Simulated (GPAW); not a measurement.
Set up this calculation in GPAW 26.7.0, as an ASE script.

| Quantity | Value |
| --- | --- |
| Task | band structure |
| Functional | PBEint |
| Potentials or basis | PAW data sets generated in the run's folder for this functional |
| Cutoff | 600 eV |
| Basis | pw |
| k mesh | 6 × 6 × 6 |
| Occupations | fermi-dirac, width 0.05 eV |
| Spin | spin-orbit coupling, no magnetisation |
| Maxiter | 150 |
| Band path | GXWKGLUWLK,UX |
| Band points | 80 |
| spin axis theta (degrees) | 90 |
| spin axis phi (degrees) | 0 |
| Soc after scf | second variation |

The structure of InP lies in POSCAR:

```
InP
1.0
    0.0000000000      2.9305000000      2.9305000000
    2.9305000000      0.0000000000      2.9305000000
    2.9305000000      2.9305000000      0.0000000000
In P
1 1
Direct
    0.0000000000      0.0000000000      0.0000000000
    0.7500000000      0.7500000000      0.7500000000
```

The input as run:

run.py

```python
import numpy as np
from ase.dft.bandgap import bandgap
from ase.io import read, write
from ase.units import GPa
from gpaw import GPAW, PW, setup_paths
from gpaw.spinorbit import soc_eigenstates

setup_paths.insert(0, '.')

atoms = read('POSCAR')

calc = GPAW(mode=PW(600),
            xc='GGA_X_PBEINT+GGA_C_PBEINT',
            kpts={'size': (6, 6, 6), 'gamma': True},
            occupations={'name': 'fermi-dirac', 'width': 0.05},
            nbands=18,
            convergence={'density': 1e-05, 'energy': 1e-05},
            maxiter=150,
            txt='gpaw.txt')
atoms.calc = calc
energy = atoms.get_potential_energy()
forces = atoms.get_forces()
stress = atoms.get_stress()
calc.write('gs.gpw')
write('result.traj', atoms)
print(f'Energy: {energy:.6f} eV')
print('Forces (eV/A):')
print(forces.round(4))
print('Stress (GPa):', (stress / GPa).round(3))
print('Fermi level:', round(calc.get_fermi_level(), 4), 'eV')
print(f'Gap: {bandgap(calc)[0]:.4f} eV, direct: {bandgap(calc, direct=True)[0]:.4f} eV')

path = atoms.cell.bandpath('GXWKGLUWLK,UX', npoints=80, eps=1e-4)
bs_calc = calc.fixed_density(kpts=path, symmetry='off', nbands=30,
                             convergence={'bands': 'CBM+6.0', 'eigenstates': 1e-6}, txt='bands.txt')
bs = bs_calc.band_structure()
bs.write('bs.json')
print(f'Gap on the path: {bandgap(bs_calc)[0]:.4f} eV')

soc = soc_eigenstates(bs_calc, theta=90, phi=0)
np.savetxt('soc_bands.dat', soc.eigenvalues(), fmt='%.4f')
mesh = soc_eigenstates('gs.gpw', theta=90, phi=0)
np.savetxt('soc_mesh.dat', mesh.eigenvalues(), fmt='%.4f')
print('Fermi level with spin-orbit coupling:', round(mesh.fermi_level, 4), 'eV')
```

Potentials or basis: PAW data sets generated in the run's folder for this functional, pw.

Run with:

```bash
$ gpaw-setup -f GGA_X_PBEINT+GGA_C_PBEINT In P
$ OMP_NUM_THREADS=1 python run.py
```

It gave:

| Quantity | Value |
| --- | --- |
| Pressure | 1.2 GPa |
| Band gap on the k mesh | 0.66 eV, direct |
| Band gap along the path | 0.66 eV, direct |

Caveat: spin-orbit coupling was added after a scalar SCF, so levels and gaps hold it while energy, forces, pressure and moments don't; this program's spin-orbit splittings come out too wide for heavy elements.

It took 50 s on 1 thread of Arm Neoverse V1, with other jobs on the host, peak memory 0.29 GiB.
